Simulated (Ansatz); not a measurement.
# Convergence notes, G0W0 on GaAs (zincblende)

Zincblende GaAs, relaxed with r2SCAN; one-shot G0W0 in Ansatz without spin-orbit coupling. Calculated for a static, non-magnetic cell.

```yaml
crystal:
  lattice:
    - [0.00000, 2.83309, 2.83309]
    - [2.83309, 0.00000, 2.83309]
    - [2.83309, 2.83309, 0.00000]
  atoms:
    - { symbol: Ga, position: [0.00000, 0.00000, 0.00000] }
    - { symbol: As, position: [0.25000, 0.25000, 0.25000] }
```

Gaps are read over the mesh points alone. G0W0 values are finite-basis, finite-mesh values.

| start | potentials | frequency model | mesh | empty bands | screening cutoff (eV) | Kohn-Sham gap (eV) | G0W0 gap (eV) | rough cost |
| --- | --- | --- | --- | --- | --- | --- | --- | --- |
| HSE06 | PAW | contour deformation | 4×4×4 | 171 | 140 | 1.42 | 1.67 | 60 core-seconds |
| r2SCAN | PAW | contour deformation | 4×4×4 | 171 | 140 | 0.96 | 1.45 | 30 core-seconds |
| PBE | PAW | contour deformation | 6×6×6 | 73 | 80 | 0.46 | 1.28 | 40 core-seconds |

G0W0 moves the gap on the mesh from 1.42 eV (HSE06) to 1.67 eV (direct at Γ). Renormalisation factors Z lie between 0.75 and 0.80.

Starting from r2SCAN (0.96 eV against HSE06's 1.42 eV) gives 1.45 eV, -0.22 eV from G0W0@HSE06 at the same screening cutoff. r2SCAN runs take a wave cutoff of 500 eV.

With a shallow d shell on the cation, G0W0 converges slowly in bands and cutoff, so these values are in doubt.
